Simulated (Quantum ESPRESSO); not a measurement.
HfC:

```xyz
4
Lattice="3.3429 0.0000 0.0000 -1.6714 2.8950 0.0000 0.0000 0.0000 5.2027" Properties=species:S:1:pos:R:3 pbc="T T T"
Hf    0.0000    1.9300    1.3007
Hf    1.6714    0.9650    3.9020
C     0.0000    0.0000    2.6014
C     0.0000    0.0000    0.0000
```

The cell comes from a database or a generator and needn't be the stable form of this composition.

Base run:

| Quantity | Value |
| --- | --- |
| Program | Quantum ESPRESSO 7.5 |
| Functional | PBEsol |
| Potentials or basis | GBRV 1.5 PBEsol |
| Cutoff | 612 eV |
| Density cutoff | 4898 eV |
| k mesh | 9 × 9 × 5 |
| Occupations | fermi-dirac, width 0.05 eV |
| Spin | no spin polarisation |

Its results: band gap on the k mesh none (metal or under the smearing width); pressure -7.2 GPa.

**Question.** The run is repeated on the same cell with these changes: functional from PBEsol to LDA; potentials or basis from GBRV 1.5 PBEsol to GBRV 1.5 LDA. What comes out?

**Answer.** Band gap on the k mesh none (metal or under the smearing width); pressure -12.3 GPa.

Caveats: some levels on the path didn't converge (some runs); spin-orbit coupling is left out, which moves the levels of the heavy elements (some runs).
